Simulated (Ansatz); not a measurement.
# Sb (Fm-3m) in Ansatz: further runs

Runs on Sb. Level: PBEsol. Tasks: single point, equation of state.

Program: Ansatz 0.2.0. These are calculated values, not measurements. Logs are shortened: lines on timing, memory, paths and dates and some standing lists are left out, and cuts for length are marked.

## 1. The structure

Symmetry: Fm-3m, No. 225, cubic system. Conventional cell: a = 4.742 Å, b = 4.742 Å, c = 4.742 Å, α = 90.00°, β = 90.00°, γ = 90.00°. Sb (site symmetry m-3m) has 12 Sb at 3.35 Å as nearest neighbours.

This isn't the form of Sb at room conditions, which is rhombohedral.

## 2. Single point, PBEsol, 25.07 Å³/atom (volume scaled by 0.94)

Input file input.yaml:

```yaml
crystal:
  lattice:
    - [0.0, 2.3228362346, 2.3228362346]
    - [2.3228362346, 0.0, 2.3228362346]
    - [2.3228362346, 2.3228362346, 0.0]
  atoms:
    - { symbol: Sb, position: [0.0, 0.0, 0.0] }
kpoints:
  mp_grid: { grid: [10, 10, 10] }
scf:
  occupations: { method: fermi_dirac, width: 0.05 }
hamiltonian:
  xc: pbesol
  pseudopotentials: { kind: all_electron, lapw: { basis_error: 0.001 } }
output:
  forces: true
  stress: true
  eigenvalues: true
```

Potentials or basis: all-electron LAPW, scalar-relativistic.

Run with:

```console
$ ansatz run input.yaml --threads 1 --pin off --max-ram 3072MiB --backend cpu --events-out ev --progress --plain --runs-dir out
```

The program printed:

```text
Warning: RAYON_NUM_THREADS=1 ignored (pool sized by the plan → 1); use --threads N
LAPW: plane waves up to 6.591 Å⁻¹, error target 1.0e-3 eV per atom; small_component_spin mean_spin; Sb in spheres of 1.642 Å, 23 of its electrons in bands, Dirac shells [] (how accurate: hamiltonian.pseudopotentials.lapw.basis_error, Limitations)
Engine: ansatz 0.2.0, aarch64-unknown-linux-gnu
Pseudopotentials: kind: all_electron
Pseudopotential: Sb, LAPW, valence charge 23, lapw/all_electron/scalar/gaussian/Sb, Koelling and Harmon's equation, gaussian nucleus
Functional definition: PBEsol
  exchange = pbesol_x
  correlation = pbesol_c
Crystal: 1 atoms, lattice volume = 25.066 Å³
Basis set: ecut = 165.5327640160404 eV, 113 PW (Γ), exchange–correlation at level 2
Bands: 16, of which v1, the nominal top of the filled ones, is band 12 counted from 1 (11 counted from 0)
Symmetry: 48 space group operations
Space group: Fm-3m (ITA 225), of the structure as read, at distance tolerance 2.9e-5 Å
k-points: 47 of 1000
Non-local potential: Sb, projectors of the file, none
Initial density: superposition of atomic densities (chi_scale 0.1, normalization cell)
Initial wavefunctions: plane waves of lowest kinetic energy (no species holds an atomic orbital)
Functional: x = pbesol(κ = 0.804, μ = 0.12345679012345678), c = pbesol(β = 0.046)
iter 1 solved again at ethr=1.31e-5 eV; its pass at ethr=1.00e-1 eV (dr2=3.01e-3 eV) is discarded
SCF iter   1: F=—  HF=-176291.548781 eV  |F-HF|=—  |Δ(HF+E_count)|=         —  Δρ=4.51e-3  dr2=3.07e-3  ethr=1.31e-5  ⟨swp⟩=4.0  Hψ=5532  notcnv=0
preconditioner: auto → none  [metal: Δε(μ)=0.017 eV  Ē_g=13.024 eV  σ=0.050 eV  W_gap=0.08  n_scr=8 (ndim 8)  ℏωp=16.6 eV  f_vac=0.000  D(μ)=0.76/eV (n_scr^D=8)  sad-step TF]
SCF iter   2: F=—  HF=-176291.538641 eV  |F-HF|=—  |Δ(HF+E_count)|=   1.01e-2  Δρ=2.60e-3  dr2=1.26e-3  ethr=1.31e-5  ⟨swp⟩=2.0  Hψ=2105  notcnv=0
SCF iter   3: F=—  HF=-176291.537523 eV  |F-HF|=—  |Δ(HF+E_count)|=   1.12e-3  Δρ=7.87e-4  dr2=1.30e-4  ethr=5.47e-6  ⟨swp⟩=2.0  Hψ=2105  notcnv=0
iter 4 solved again at ethr=3.48e-8 eV; its pass at ethr=5.66e-7 eV (dr2=8.00e-6 eV) is discarded
SCF iter   4: F=—  HF=-176291.537476 eV  |F-HF|=—  |Δ(HF+E_count)|=   4.67e-5  Δρ=1.80e-4  dr2=8.00e-6  ethr=3.48e-8  ⟨swp⟩=2.0  Hψ=3585  notcnv=0
SCF iter   5: F=-176291.537478 eV  HF=-176291.537478 eV  |F-HF|=1.47e-8  |Δ(HF+E_count)|=   1.89e-6  Δρ=9.72e-6  dr2=2.33e-8  ethr=3.48e-8  ⟨swp⟩=2.0  Hψ=2105  notcnv=0
SCF 1 converged in 5 iterations: F = -176291.537478 eV  dr2 = 2.33e-8
SCF converged after 5 iterations
Free energy (F): -176291.537478 eV
Harris-Foulkes:  -176291.537478 eV  (|F-HF|=1.47e-8)
Internal energy: -176291.531138 eV  (E = F + TS)
E sigma→0 (E₀):  -176291.534308 eV
Entropy (-TS):   -0.006340 eV (-6.340 meV/atom)
Fermi energy:    15.858042 eV
--- Per-component energies (eV) ---
  E_band       = -826.914272
  E_kinetic    = 185777.377499
  E_xc         = -4566.862833
  E_electrostatic = -357502.045803  (all electrons and nuclei)
  E_smearing   = -0.006340  (= −TS)
  E_closure    = 0.000000  (closes the sum)
  E_atoms      = -176287.264445  (free atoms, spherical and without spin; not in F)
  Σ components = -176291.537478   (vs F -176291.537478, Δ=0.00e0)
  Basis errors (estimates in eV, not in F): energy 2.0e-4 per atom: plane waves 2.0e-4 (1.0e-4 summed), levels above the bands 1.3e-86, relativity 7.5e-9, radial functions 3.7e-6, core shells 5.1e-11; eigenvalues (radial functions only) 2.0e-4; not estimated: angular momenta, meshes, grids; target (lapw.basis_error) 1.0e-3; muffin-tin radii Sb 1.642 Å
--- Forces (eV/Å), atoms counted from 1 ---
  atom   1  Sb     0.00000000    -0.00000000     0.00000000
  max |Σ_I F_I| component: 2.47e-32 eV/Å
--- Stress (GPa, compression-positive) ---
        2.932815      -0.000000      -0.000000
       -0.000000       2.932815      -0.000000
       -0.000000      -0.000000       2.932815
  P = ⅓ Tr σ = 2.9328 GPa (29.328 kbar)
--- Band table (eV; the first three rows and the last of 47) ---
  k-point 0: bands = ["-128.4012", "-81.4275", "-81.4275", "-81.4275", "-13.3835", "-13.3835", "-13.3835", "-13.3329", "-13.3329", "2.3692", "21.7343", "21.7343", "21.7343", "26.0459", "26.7307", "26.7307"]
  k-point 1: bands = ["-128.4012", "-81.4277", "-81.4276", "-81.4276", "-13.3824", "-13.3783", "-13.3783", "-13.3326", "-13.3326", "2.5810", "19.8654", "21.4524", "21.4524", "25.0871", "27.2207", "27.2207"]
  k-point 2: bands = ["-128.4012", "-81.4283", "-81.4277", "-81.4277", "-13.3797", "-13.3703", "-13.3703", "-13.3261", "-13.3261", "3.2135", "16.6714", "20.8770", "20.8770", "24.6424", "27.5659", "27.5659"]
  k-point 46: bands = ["-128.4011", "-81.4292", "-81.4289", "-81.4285", "-13.3788", "-13.3694", "-13.3271", "-13.3073", "-13.2681", "8.6222", "11.7964", "13.2497", "14.3254", "24.8038", "25.4583", "29.2208"]
```

Run time: 3 s. Hardware: 1 thread of Arm Neoverse V1, shared host; peak memory 0.23 GiB.

Results:

```yaml
Free_energy: -176291.5375 eV
Pressure: 2.9 GPa
Band_gap_on_the_k_mesh: none (metal or under the smearing width)
```

## 3. Single point, PBEsol, 25.60 Å³/atom (volume scaled by 0.96)

Changes to input.yaml since step 2:

```diff
@@ -2,5 +2,5 @@
   lattice:
-    - [0.0, 2.3228362346, 2.3228362346]
-    - [2.3228362346, 0.0, 2.3228362346]
-    - [2.3228362346, 2.3228362346, 0.0]
+    - [0.0, 2.3391947752, 2.3391947752]
+    - [2.3391947752, 0.0, 2.3391947752]
+    - [2.3391947752, 2.3391947752, 0.0]
   atoms:
```

Potentials or basis: all-electron LAPW, scalar-relativistic.

Run with:

```console
$ ansatz run input.yaml --threads 1 --pin off --max-ram 3072MiB --backend cpu --events-out ev --progress --plain --runs-dir out
```

Run time: 2.9 s. Hardware: 1 thread of Arm Neoverse V1, shared host; peak memory 0.23 GiB.

The run converged. Its results:

```yaml
Free_energy: -176291.5446 eV
Pressure: 1.4 GPa
Band_gap_on_the_k_mesh: none (metal or under the smearing width)
```

## 4. Single point, PBEsol, 26.13 Å³/atom (volume scaled by 0.98)

Changes to input.yaml since step 3:

```diff
@@ -2,5 +2,5 @@
   lattice:
-    - [0.0, 2.3391947752, 2.3391947752]
-    - [2.3391947752, 0.0, 2.3391947752]
-    - [2.3391947752, 2.3391947752, 0.0]
+    - [0.0, 2.3553276627, 2.3553276627]
+    - [2.3553276627, 0.0, 2.3553276627]
+    - [2.3553276627, 2.3553276627, 0.0]
   atoms:
```

Run with:

```console
$ ansatz run input.yaml --threads 1 --pin off --max-ram 3072MiB --backend cpu --events-out ev --progress --plain --runs-dir out
```

Run time: 3.3 s. Hardware: 1 thread of Arm Neoverse V1, shared host; peak memory 0.23 GiB.

Results (log left out):

```yaml
Free_energy: -176291.5469 eV
Pressure: 0.0 GPa
Band_gap_on_the_k_mesh: none (metal or under the smearing width)
```

## 5. Single point, PBEsol, 26.67 Å³/atom

Changes to input.yaml since step 4:

```diff
@@ -2,5 +2,5 @@
   lattice:
-    - [0.0, 2.3553276627, 2.3553276627]
-    - [2.3553276627, 0.0, 2.3553276627]
-    - [2.3553276627, 2.3553276627, 0.0]
+    - [0.0, 2.3712425216, 2.3712425216]
+    - [2.3712425216, 0.0, 2.3712425216]
+    - [2.3712425216, 2.3712425216, 0.0]
   atoms:
```

Run with:

```console
$ ansatz run input.yaml --threads 1 --pin off --max-ram 3072MiB --backend cpu --events-out ev --progress --plain --runs-dir out
```

Run time: 3.4 s. Hardware: 1 thread of Arm Neoverse V1, shared host; peak memory 0.23 GiB.

The run converged. Its results:

| Quantity | Value |
| --- | --- |
| Free energy | -176291.5450 eV |
| Pressure | -1.2 GPa |
| Band gap on the k mesh | none (metal or under the smearing width) |

## 6. Single point, PBEsol, 27.20 Å³/atom (volume scaled by 1.02)

Changes to input.yaml since step 5:

```diff
@@ -2,5 +2,5 @@
   lattice:
-    - [0.0, 2.3712425216, 2.3712425216]
-    - [2.3712425216, 0.0, 2.3712425216]
-    - [2.3712425216, 2.3712425216, 0.0]
+    - [0.0, 2.3869465721, 2.3869465721]
+    - [2.3869465721, 0.0, 2.3869465721]
+    - [2.3869465721, 2.3869465721, 0.0]
   atoms:
```

Potentials or basis: all-electron LAPW, scalar-relativistic.

Run with:

```console
$ ansatz run input.yaml --threads 1 --pin off --max-ram 3072MiB --backend cpu --events-out ev --progress --plain --runs-dir out
```

Wall time 3.1 s (1 thread of Arm Neoverse V1, shared host); peak memory 0.22 GiB.

Results (log left out):

| Quantity | Value |
| --- | --- |
| Free energy | -176291.5391 eV |
| Pressure | -2.3 GPa |
| Band gap on the k mesh | none (metal or under the smearing width) |

## 7. Single point, PBEsol, 27.73 Å³/atom (volume scaled by 1.04)

Changes to input.yaml since step 6:

```diff
@@ -2,5 +2,5 @@
   lattice:
-    - [0.0, 2.3869465721, 2.3869465721]
-    - [2.3869465721, 0.0, 2.3869465721]
-    - [2.3869465721, 2.3869465721, 0.0]
+    - [0.0, 2.4024466595, 2.4024466595]
+    - [2.4024466595, 0.0, 2.4024466595]
+    - [2.4024466595, 2.4024466595, 0.0]
   atoms:
```

Run with:

```console
$ ansatz run input.yaml --threads 1 --pin off --max-ram 3072MiB --backend cpu --events-out ev --progress --plain --runs-dir out
```

Wall time 3 s (1 thread of Arm Neoverse V1, shared host); peak memory 0.22 GiB.

It converged, with:

| Item | Value |
| --- | --- |
| Free energy | -176291.5296 eV |
| Pressure | -3.4 GPa |
| Band gap on the k mesh | none (metal or under the smearing width) |

## 8. Single point, PBEsol, 28.27 Å³/atom (volume scaled by 1.06)

Changes to input.yaml since step 7:

```diff
@@ -2,5 +2,5 @@
   lattice:
-    - [0.0, 2.4024466595, 2.4024466595]
-    - [2.4024466595, 0.0, 2.4024466595]
-    - [2.4024466595, 2.4024466595, 0.0]
+    - [0.0, 2.4177492801, 2.4177492801]
+    - [2.4177492801, 0.0, 2.4177492801]
+    - [2.4177492801, 2.4177492801, 0.0]
   atoms:
```

Run with:

```console
$ ansatz run input.yaml --threads 1 --pin off --max-ram 3072MiB --backend cpu --events-out ev --progress --plain --runs-dir out
```

Run time: 3.1 s. Hardware: 1 thread of Arm Neoverse V1, shared host; peak memory 0.22 GiB.

Results (log left out):

```
Free energy            : -176291.5167 eV
Pressure               : -4.3 GPa
Band gap on the k mesh : none (metal or under the smearing width)
```

## 9. Equation of state, PBEsol

Potentials or basis: all-electron LAPW, scalar-relativistic.

This step only gathers the single runs of the series.

What came out:

```
Equilibrium volume                      : 26.15 Å³/atom
Bulk modulus                            : 63 GPa
Pressure derivative of the bulk modulus : 3.3 (rough: it moves with the points fitted)
```

Energy against volume, from the lowest point:
```tsv
volume (Å³/atom)	energy (meV/atom)
25.066	9.45
25.599	2.32
26.133	0.00
26.666	1.97
27.199	7.83
27.733	17.36
28.266	30.25
```

The run has no spin-orbit coupling, so splittings on Sb are missing.
